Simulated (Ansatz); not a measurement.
Calculated ¹⁷O NMR of the central transition for SnO₂

Cell: a Materials Project structure (computed, not necessarily an observed phase), atoms as given.

```xyz
12
Lattice="-3.2489 3.4145 3.4140 3.2489 -3.4145 3.4140 3.2489 3.4145 -3.4140" Properties=species:S:1:pos:R:3 pbc="T T T"
Sn    0.0000    5.1217    1.6824
Sn    3.2489   -1.7072    1.7316
Sn    1.6244    1.7072    1.7070
Sn   -1.6244    1.7072    1.7070
O     1.6421    1.7072   -0.3858
O     3.2489    3.0287    1.7347
O     4.8557    1.7072   -0.3858
O     3.2489    0.3858    1.7347
O     0.0000    3.0287    1.6793
O     0.0000    0.3858    1.6793
O    -1.6068    1.7072    3.7998
O     1.6068    1.7072    3.7998
```

Atom numbers follow the list; atoms alike are taken as one site, whose name carries the number of the first.

All values are calculated (Ansatz; DFT, r2SCAN, plane waves and PAW (field gradients read without the response of the frozen cores, which leaves them typically 4 to 6 % off), scalar-relativistic, 500 eV cutoff, Γ-centred 5×5×5 k-points, Fermi–Dirac smearing 0.02 eV), not measured.

¹⁷O has I = 5/2 and Q = -25.58 mb (Pyykkö 2018); at 28.2 T its Larmor frequency is ν₀ = 162.8 MHz. Only the quadrupole interaction is simulated: positions count from each site's isotropic chemical shift, and J coupling is left out, as are shift anisotropy and dipolar coupling, which fast spinning averages.

Problem. Simulate the second-order pattern (fast magic-angle spinning, Gaussian broadening 0.2 kHz) of site O (3 Sn at 2.09–2.10 Å).

Solution. The calculation gives C_Q = 7.01 MHz and η = 0.11, so ν_Q = 1.05 MHz and the centre of gravity lies at -11.2 ppm (-1.82 kHz).

```json
{"offset (kHz)": "-4.743", "height": "0"}
{"offset (kHz)": "-4.628", "height": "1"}
{"offset (kHz)": "-4.513", "height": "4"}
{"offset (kHz)": "-4.398", "height": "6"}
{"offset (kHz)": "-4.282", "height": "6"}
{"offset (kHz)": "-4.167", "height": "6"}
{"offset (kHz)": "-4.052", "height": "7"}
{"offset (kHz)": "-3.936", "height": "7"}
{"offset (kHz)": "-3.821", "height": "7"}
{"offset (kHz)": "-3.706", "height": "7"}
{"offset (kHz)": "-3.590", "height": "7"}
{"offset (kHz)": "-3.475", "height": "7"}
{"offset (kHz)": "-3.360", "height": "8"}
{"offset (kHz)": "-3.244", "height": "8"}
{"offset (kHz)": "-3.129", "height": "10"}
{"offset (kHz)": "-3.014", "height": "25"}
{"offset (kHz)": "-2.898", "height": "53"}
{"offset (kHz)": "-2.783", "height": "78"}
{"offset (kHz)": "-2.668", "height": "82"}
{"offset (kHz)": "-2.552", "height": "67"}
{"offset (kHz)": "-2.437", "height": "56"}
{"offset (kHz)": "-2.322", "height": "51"}
{"offset (kHz)": "-2.207", "height": "49"}
{"offset (kHz)": "-2.091", "height": "47"}
{"offset (kHz)": "-1.976", "height": "46"}
{"offset (kHz)": "-1.861", "height": "46"}
{"offset (kHz)": "-1.745", "height": "46"}
{"offset (kHz)": "-1.630", "height": "47"}
{"offset (kHz)": "-1.515", "height": "48"}
{"offset (kHz)": "-1.399", "height": "50"}
{"offset (kHz)": "-1.284", "height": "53"}
{"offset (kHz)": "-1.169", "height": "58"}
{"offset (kHz)": "-1.053", "height": "66"}
{"offset (kHz)": "-0.938", "height": "82"}
{"offset (kHz)": "-0.823", "height": "100"}
{"offset (kHz)": "-0.707", "height": "92"}
{"offset (kHz)": "-0.592", "height": "64"}
{"offset (kHz)": "-0.477", "height": "26"}
{"offset (kHz)": "-0.361", "height": "4"}
{"offset (kHz)": "-0.246", "height": "0"}
```

At O V_zz stands upright on the plane through its three neighbours (within 1°).

At this cell the r2SCAN pressure is -8 GPa, so with r2SCAN the cell would shrink if it were relaxed. The entry's cell may itself be off. Without spin–orbit coupling (the program notes it for Sn) the gradients are little affected as a rule: paired runs on crystals with a gap mostly move them by under 2 % at such atoms.

Hardware: 1 thread of Intel Xeon Platinum 8375C CPU @ 2.90GHz (Ice Lake) (x86_64; 16 cores open to the job, memory cap 3.0 GiB, no GPU), a shared host with a load of 0.6 a core. Wall time 34 s, CPU time 34 s, peak memory 0.96 GiB.
